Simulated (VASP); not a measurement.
# GaSb (F-43m) in VASP: notebook

Aim: see how the results for GaSb move with the level of theory and the settings. Levels: LDA, r2SCAN. Tasks: phonons.

All numbers are computed with VASP 6.6.1; they aren't measurements. Logs are shortened: lines on timing, memory, paths and dates and some standing lists are left out, and cuts for length are marked.

### Step 1. The structure

The structure is cubic, space group F-43m (No. 216). The conventional cell has a = 6.055 Å, b = 6.055 Å, c = 6.055 Å, α = 90.00°, β = 90.00°, γ = 90.00°. Ga (site symmetry -43m) is surrounded by 4 Sb at 2.62 Å. Around Sb (site symmetry -43m) lie 4 Ga at 2.62 Å.

### Step 2. Phonons, LDA

Input file POSCAR:

```
GaSb
1.0
    0.0000000000      3.0276660344      3.0276660344
    3.0276660344      0.0000000000      3.0276660344
    3.0276660344      3.0276660344      0.0000000000
  Ga              Sb
     1     1
Direct
     0.0000000000000000    0.0000000000000000    0.0000000000000000
     0.2500000000000000    0.2500000000000000    0.2500000000000000
```

Input file INCAR.step1:

```
PREC = Accurate ; ENCUT = 600
EDIFF = 1E-8 ; ISMEAR = 0
SIGMA = 0.03 ; LREAL = False
LASPH = True ; NELM = 80
ALGO = Normal ; ISIF = 3
LWAVE = False ; LCHARG = False
IBRION = 2 ; NSW = 40
EDIFFG = -0.002
```

Input file INCAR.step2:

```
PREC = Accurate ; ENCUT = 600
EDIFF = 1E-8 ; ISMEAR = 0
SIGMA = 0.03 ; LREAL = False
LASPH = True ; NELM = 80
ALGO = Normal ; ISIF = 2
LWAVE = False ; LCHARG = False
IBRION = 6 ; NFREE = 2
POTIM = 0.015 ; NSW = 1
```

Input file KPOINTS:

```
regular mesh
0
Gamma
  10 10 10
```

Potentials or basis: VASP PAW LDA potentials, release 64 (Ga_d, Sb).

Launch:

```sh
$ cat potpaw_LDA.64/Ga_d/POTCAR potpaw_LDA.64/Sb/POTCAR > POTCAR
$ cp INCAR.step1 INCAR
$ mpirun -np 1 vasp_std > vasp.out
$ cp CONTCAR POSCAR
$ cp INCAR.step2 INCAR
$ mpirun -np 1 vasp_std > vasp.out
```

OUTCAR:

```text
PREC = Accurate
   ENCUT = 600
   EDIFF = 1E-8
   ISMEAR = 0
   LREAL = False
   LASPH = True
   NELM = 80
   ISIF = 2
   IBRION = 6
   NFREE = 2
   POTIM = 0.015
   NSW = 1

 ion  position               nearest neighbor table
   1  0.000  0.000  0.000-   2 2.62   2 2.62   2 2.62   2 2.62
   2  0.250  0.250  0.250-   1 2.62   1 2.62   1 2.62   1 2.62

  LATTYP: Found a face centered cubic cell.
 ALAT       =     6.0553320688

  Lattice vectors:

 A1 = (   0.0000000000,   3.0276660344,   3.0276660344)
 A2 = (   3.0276660344,   0.0000000000,   3.0276660344)
 A3 = (   3.0276660344,   3.0276660344,   0.0000000000)

Analysis of symmetry for initial positions (statically):
=====================================================================
 Subroutine PRICEL returns:
 Original cell was already a primitive cell.

 Routine SETGRP: Setting up the symmetry group for a
 face centered cubic supercell.

 Subroutine GETGRP returns: Found 24 space group operations
 (whereof 24 operations were pure point group operations)
 out of a pool of 48 trial point group operations.

The static configuration has the point symmetry T_d .

Analysis of symmetry for dynamics (positions and initial velocities):
=====================================================================
 Subroutine PRICEL returns:
 Original cell was already a primitive cell.

 Routine SETGRP: Setting up the symmetry group for a
 face centered cubic supercell.

 Subroutine GETGRP returns: Found 24 space group operations
 (whereof 24 operations were pure point group operations)
 out of a pool of 48 trial point group operations.

The dynamic configuration has the point symmetry T_d .

 Subroutine INISYM returns: Found 24 space group operations
 (whereof 24 operations are pure point group operations),
 and found     1 'primitive' translations

----------------------------------------------------------------------------------------

                                     Primitive cell

  volume of cell :      55.5078

  direct lattice vectors                    reciprocal lattice vectors
     0.000000000  3.027666034  3.027666034    -0.165143709  0.165143709  0.165143709
     3.027666034  0.000000000  3.027666034     0.165143709 -0.165143709  0.165143709
     3.027666034  3.027666034  0.000000000     0.165143709  0.165143709 -0.165143709

  length of vectors
     4.281766368  4.281766368  4.281766368     0.286037295  0.286037295  0.286037295

  position of ions in fractional coordinates (direct lattice)
     0.000000000  0.000000000  0.000000000
     0.250000000  0.250000000  0.250000000

  ion indices of the primitive-cell ions
   primitive index   ion index
                 1           1
                 2           2

----------------------------------------------------------------------------------------

 KPOINTS: regular mesh

Automatic generation of k-mesh.
 Grid dimensions read from file:
 generate k-points for:   10   10   10

 Generating k-lattice:

  Cartesian coordinates                     Fractional coordinates (reciprocal lattice)
    -0.016514371  0.016514371  0.016514371     0.100000000  0.000000000  0.000000000
     0.016514371 -0.016514371  0.016514371     0.000000000  0.100000000  0.000000000
     0.016514371  0.016514371 -0.016514371     0.000000000  0.000000000  0.100000000

  Length of vectors
     0.028603730  0.028603730  0.028603730

  Shift w.r.t. Gamma in fractional coordinates (k-lattice)
     0.000000000  0.000000000  0.000000000

 Subroutine IBZKPT returns following result:
 ===========================================
[... 61 lines left out ...]
   EMIN   =  10.00;   EMAX   =-10.00  energy-range for DOS
   EFERMI =   0.00;   METHOD = LEGACY
   ISMEAR =     0;   SIGMA  =   0.03  broadening in eV -4-tet -1-fermi 0-gaus
   EFERMI_NEDOS =   21; number of points for ismear=-14 and -15
   IALGO  =     38    algorithm
   IMIX   =      4    mixing-type and parameters
     AMIX     =   0.40;   BMIX     =  1.00
     AMIX_MAG =   1.60;   BMIX_MAG =  1.00
  volume/ion in A,a.u.               =      27.75       187.29
  Fermi-wavevector in a.u.,A,eV,Ry     =   1.124728  2.125429 17.211563  1.265014
  Thomas-Fermi vector in A             =   2.261402
   LORBIT       =      0    0 simple, 1 ext, 2 COOP (PROOUT), +10 PAW based schemes
   GGA     = CA    functional components
   LHFCALC =     F    Hartree Fock is set to
   AEXX    =    0.0000 exact exchange contribution
   IVDW    =     0    specifies the selected vdW correction
   LEPSILON=     F    determine dielectric tensor
   LRPA    =     F    only Hartree local field effects (RPA)
 finite differences with symmetry
 non-spin polarized calculation
 Gauss-broadening in eV      SIGMA  =   0.03
  energy-cutoff  :      600.00
  volume of cell :       55.51
 maximum number of plane-waves:      1875
 NGX is ok and might be reduce to    36
   NGX = 17   NGY = 17   NGZ = 17

--------------------------------------- Ionic step        1  -------------------------------------------

 number of electron      18.0000005 magnetization

 Free energy of the ion-electron system (eV)
  ---------------------------------------------------
  ext. energy  EPLUGINS =         0.00000000
  ---------------------------------------------------
  free energy    TOTEN  =        -8.67220346 eV

  energy without entropy =       -8.67219910  energy(sigma->0) =       -8.67220128

------------------------ aborting loop because EDIFF is reached ----------------------------------------

  FORCE on cell =-STRESS in cart. coord.  units (eV):
  Direction    XX          YY          ZZ          XY          YZ          ZX
  --------------------------------------------------------------------------------------
  -------------------------------------------------------------------------------------
  Total       -0.0030711     -0.0030711     -0.0030711     -0.0000000      0.0000000     -0.0000000
  in kB       -0.0886440     -0.0886440     -0.0886440     -0.0000000      0.0000000     -0.0000000
  external PRESSURE =      -0.0886440 kB  Pullay stress =       0.0000000 kB
[... 131 lines left out ...]
--------------------------------------- Ionic step        5  -------------------------------------------

 number of electron      18.0000005 magnetization

 Free energy of the ion-electron system (eV)
  ---------------------------------------------------
  ext. energy  EPLUGINS =         0.00000000
  ---------------------------------------------------
  free energy    TOTEN  =        -8.67126134 eV

  energy without entropy =       -8.67124462  energy(sigma->0) =       -8.67125298

 E-fermi :   5.0735     XC(G=0):  -9.5303

 val. band max:        5.0482518486   @ k =   0.0000   0.0000   0.0000
 cond. band min:       5.0987662597   @ k =   0.0000   0.0000   0.0000
 fundamental gap:      0.0505144111
 Fermi energy:         5.0735297920

 k-point     1 :       0.0000    0.0000    0.0000
  band No.  band energies     occupation
      1     -10.2088      2.00000
      2     -10.2074      2.00000
      3     -10.2057      2.00000
      4     -10.1531      2.00000
      5     -10.1530      2.00000
      6      -6.7332      2.00000
      7       4.9551      2.00000
      8       5.0022      1.99923
      9       5.0483      1.76659
     10       5.0988      0.23418
     11       7.7081      0.00000
     12       7.7424      0.00000
     13       7.7784      0.00000
[... 354 lines left out ...]
  band No.  band energies     occupation
      1     -10.2472      2.00000
      2     -10.1866      2.00000
      3     -10.1861      2.00000
      4     -10.1626      2.00000
      5     -10.1501      2.00000
      6      -5.0567      2.00000
      7      -0.7185      2.00000
      8       2.4038      2.00000
      9       2.7217      2.00000
     10       6.1395      0.00000
     11       7.2071      0.00000
     12      11.2387      0.00000
     13      11.7597      0.00000

 [... further k-points ...]

------------------------ aborting loop because EDIFF is reached ----------------------------------------

  FORCE on cell =-STRESS in cart. coord.  units (eV):
  Direction    XX          YY          ZZ          XY          YZ          ZX
  --------------------------------------------------------------------------------------
  -------------------------------------------------------------------------------------
  Total       -0.0012479      0.0003834      0.0003834      0.0000000      0.1124465      0.0000000
  in kB       -0.0360186      0.0110655      0.0110655      0.0000000      3.2456580      0.0000000
  external PRESSURE =      -0.0046292 kB  Pullay stress =       0.0000000 kB
[... 17 lines left out ...]
  FREE ENERGIE OF THE ION-ELECTRON SYSTEM (eV)
  ---------------------------------------------------
  free  energy   TOTEN  =        -8.6712613408 eV

  energy  without entropy=       -8.6712446190  energy(sigma->0) =       -8.67125298

 INTERNAL STRAIN TENSORS FROM DISPLACED ATOMS
 ============================================

 INTERNAL STRAIN TENSOR FOR ION    1 for displacements in x,y,z  (eV/Angst):
          X           Y           Z          XY          YZ          ZX
  --------------------------------------------------------------------------------
  x    -0.00000    -0.00000    -0.00000     0.00000     7.49178     0.00000
  y     0.00000     0.00000     0.00000     0.00000     0.00000     7.49178
  z    -0.00000    -0.00000    -0.00000     7.49178     0.00000     0.00000

 INTERNAL STRAIN TENSOR FOR ION    2 for displacements in x,y,z  (eV/Angst):
          X           Y           Z          XY          YZ          ZX
  --------------------------------------------------------------------------------
  x     0.00000     0.00000     0.00000     0.00000    -7.48972     0.00000
  y     0.00000     0.00000     0.00000     0.00000     0.00000    -7.48972
  z     0.00000     0.00000     0.00000    -7.48972     0.00000     0.00000

 Eigenvectors and eigenvalues of the dynamical matrix
 ----------------------------------------------------

   1 f  =    6.794657 THz    42.692088 2PiTHz  226.645353 cm-1    28.100430 meV
             X         Y         Z           dx          dy          dz
      0.000000  0.000000  0.000000     0.000000    0.797680    0.000000
      1.513833  1.513833  1.513833     0.000000   -0.603081    0.000000
[... 21 lines left out ...]
   6 f/i=    0.003058 THz     0.019216 2PiTHz    0.102013 cm-1     0.012648 meV
             X         Y         Z           dx          dy          dz
      0.000000  0.000000  0.000000     0.000000    0.000000   -0.603081
      1.513833  1.513833  1.513833     0.000000    0.000000   -0.797680

 ELASTIC MODULI CONTR FROM IONIC RELAXATION (kBar)
 Direction    XX          YY          ZZ          XY          YZ          ZX
 --------------------------------------------------------------------------------
 XX          -0.0000     -0.0000     -0.0000      0.0000      0.0000     -0.0000
 YY          -0.0000     -0.0000     -0.0000      0.0000      0.0000     -0.0000
 ZZ          -0.0000     -0.0000     -0.0000      0.0000      0.0000     -0.0000
 XY           0.0000      0.0000      0.0000   -193.4402     -0.0000      0.0000
 YZ           0.0000      0.0000      0.0000     -0.0000   -193.4402     -0.0000
 ZX          -0.0000     -0.0000     -0.0000      0.0000     -0.0000   -193.4402
 --------------------------------------------------------------------------------
```

Run time: 2.2 min. Hardware: 1 thread of Intel Xeon 6975P-C (Granite Rapids), shared host; peak memory 0.37 GiB.

What came out:

| Quantity | Value |
| --- | --- |
| Highest phonon frequency at Γ, LO-TO splitting left out | 227 cm⁻¹ |

Phonon frequencies in cm⁻¹ (negative: imaginary):
```csv
q point,frequencies
"(0.000, 0.000, 0.000)",0 0 0 227 227 227
```

### Step 3. Phonons, r2SCAN

This run uses another cell than the first one, of 28.85 Å³/atom, 1.040 times its volume.

Input file POSCAR:

```
GaSb
1.0
    0.0000000000      3.0670332161      3.0670332161
    3.0670332161      0.0000000000      3.0670332161
    3.0670332161      3.0670332161      0.0000000000
  Ga              Sb
     1     1
Direct
     0.0000000000000000    0.0000000000000000    0.0000000000000000
     0.2500000000000000    0.2500000000000000    0.2500000000000000
```

Input file INCAR.step1:

```
ALGO     = Normal         # electronic algorithm
EDIFF    = 1E-8           # SCF threshold, eV
EDIFFG   = -0.002         # ionic threshold
ENCUT    = 600            # plane-wave cutoff, eV
IBRION   = 2              # ionic algorithm
ISIF     = 3              # what is computed and relaxed
ISMEAR   = 0              # smearing method
LASPH    = T              # aspherical terms in the spheres
LCHARG   = F              # write CHGCAR
LMIXTAU  = T            
LREAL    = F              # projectors in reciprocal space
LWAVE    = F              # write WAVECAR
METAGGA  = R2SCAN         # meta-GGA
NELM     = 80             # most SCF steps
NSW      = 40             # ionic steps
PREC     = Accurate       # precision mode
SIGMA    = 0.03           # smearing width, eV
```

Input file INCAR.step2:

```
ALGO     = Normal         # electronic algorithm
EDIFF    = 1E-8           # SCF threshold, eV
ENCUT    = 600            # plane-wave cutoff, eV
IBRION   = 6              # ionic algorithm
ISIF     = 2              # what is computed and relaxed
ISMEAR   = 0              # smearing method
LASPH    = T              # aspherical terms in the spheres
LCHARG   = F              # write CHGCAR
LMIXTAU  = T            
LREAL    = F              # projectors in reciprocal space
LWAVE    = F              # write WAVECAR
METAGGA  = R2SCAN         # meta-GGA
NELM     = 80             # most SCF steps
NFREE    = 2            
NSW      = 1              # ionic steps
POTIM    = 0.015          # step
PREC     = Accurate       # precision mode
SIGMA    = 0.03           # smearing width, eV
```

Input file KPOINTS:

```
k-points
0
Gamma
  10 10 10
```

Potentials or basis: VASP PAW PBE potentials, release 64 (Ga_d, Sb).

Launch:

```sh
$ cat potpaw_PBE.64/Ga_d/POTCAR potpaw_PBE.64/Sb/POTCAR > POTCAR
$ cp INCAR.step1 INCAR
$ mpirun -np 1 vasp_std > vasp.out
$ cp CONTCAR POSCAR
$ cp INCAR.step2 INCAR
$ mpirun -np 1 vasp_std > vasp.out
```

OUTCAR:

```text
EDIFF = 1E-8
   ENCUT = 600
   IBRION = 6
   ISIF = 2
   ISMEAR = 0
   LASPH = T
   LREAL = F
   METAGGA = R2SCAN
   NELM = 80
   NFREE = 2
   NSW = 1
   POTIM = 0.015
   PREC = Accurate

 ion  position               nearest neighbor table
   1  0.000  0.000  0.000-   2 2.66   2 2.66   2 2.66   2 2.66
   2  0.250  0.250  0.250-   1 2.66   1 2.66   1 2.66   1 2.66

  LATTYP: Found a face centered cubic cell.
 ALAT       =     6.1340664322

[... 768 lines left out ...]
  x     0.00000     0.00000     0.00000     0.00000     6.62972     0.00000
  y     0.00000     0.00000     0.00000     0.00000     0.00000     6.62972
  z     0.00000     0.00000     0.00000     6.62972     0.00000     0.00000

 INTERNAL STRAIN TENSOR FOR ION    2 for displacements in x,y,z  (eV/Angst):
          X           Y           Z          XY          YZ          ZX
  --------------------------------------------------------------------------------
  x     0.00000     0.00000     0.00000     0.00000    -6.88988     0.00000
  y     0.00000     0.00000     0.00000     0.00000     0.00000    -6.88988
  z     0.00000     0.00000     0.00000    -6.88988     0.00000     0.00000

 Eigenvectors and eigenvalues of the dynamical matrix
 ----------------------------------------------------

   1 f  =    6.780043 THz    42.600269 2PiTHz  226.157902 cm-1    28.039994 meV
             X         Y         Z           dx          dy          dz
      0.000000  0.000000  0.000000     0.000000    0.800378    0.000000
      1.533517  1.533517  1.533517     0.000000   -0.599495    0.000000
[... 21 lines left out ...]
   6 f/i=    0.033480 THz     0.210364 2PiTHz    1.116787 cm-1     0.138464 meV
             X         Y         Z           dx          dy          dz
      0.000000  0.000000  0.000000     0.000000    0.000000   -0.599495
      1.533517  1.533517  1.533517     0.000000    0.000000   -0.800378

 ELASTIC MODULI CONTR FROM IONIC RELAXATION (kBar)
 Direction    XX          YY          ZZ          XY          YZ          ZX
 --------------------------------------------------------------------------------
 XX          -0.0000      0.0000      0.0000      0.0000     -0.0000      0.0000
 YY           0.0000     -0.0000      0.0000      0.0000      0.0000     -0.0000
 ZZ           0.0000      0.0000     -0.0000     -0.0000      0.0000      0.0000
 XY           0.0000      0.0000     -0.0000   -152.5480      0.0000      0.0000
 YZ          -0.0000      0.0000      0.0000      0.0000   -152.5480      0.0000
 ZX           0.0000     -0.0000      0.0000      0.0000      0.0000   -152.5480
 --------------------------------------------------------------------------------
```

OSZICAR.step1:

```text
N       E                     dE             d eps       ncg     rms          rms(c)
DAV:   1     0.541099736607E+02    0.54110E+02   -0.96523E+03  1222   0.195E+03
DAV:   2    -0.325331617009E+02   -0.86643E+02   -0.84204E+02  1302   0.355E+02
DAV:   3    -0.393189714903E+02   -0.67858E+01   -0.66699E+01  1567   0.804E+01
[... 11 lines left out ...]
DAV:  15    -0.376058189553E+02   -0.18917E-04   -0.84181E-05  1519   0.956E-02    0.230E-03
DAV:  16    -0.376058791068E+02   -0.60152E-04   -0.57529E-05  1227   0.659E-02    0.372E-03
DAV:  17    -0.376058788237E+02    0.28310E-06   -0.26481E-06  1524   0.230E-02    0.304E-03
DAV:  18    -0.376058805341E+02   -0.17105E-05   -0.81780E-07  1227   0.123E-02    0.639E-04
DAV:  19    -0.376058807204E+02   -0.18624E-06   -0.12271E-07  1262   0.475E-03    0.821E-04
DAV:  20    -0.376058807296E+02   -0.92477E-08   -0.81847E-08  1272   0.474E-03
   1 F= -.37605881E+02 E0= -.37605881E+02  d E =-.376059E+02
```

Run time: 23 min. Hardware: 1 thread of Intel Xeon Platinum 8488C (Sapphire Rapids), shared host; peak memory 0.42 GiB.

Results:

```yaml
Highest_phonon_frequency_at_Γ_LO-TO_splitting_left_out: 226 cm⁻¹
```

Phonon frequencies in cm⁻¹ (negative: imaginary):
| q point | frequencies |
| --- | --- |
| (0.000, 0.000, 0.000) | -1 -1 -1 226 226 226 |

Caveat: the PAW data sets were made with another functional, which shifts forces and pressure a little. The run has no spin-orbit coupling, so splittings on Sb are missing.
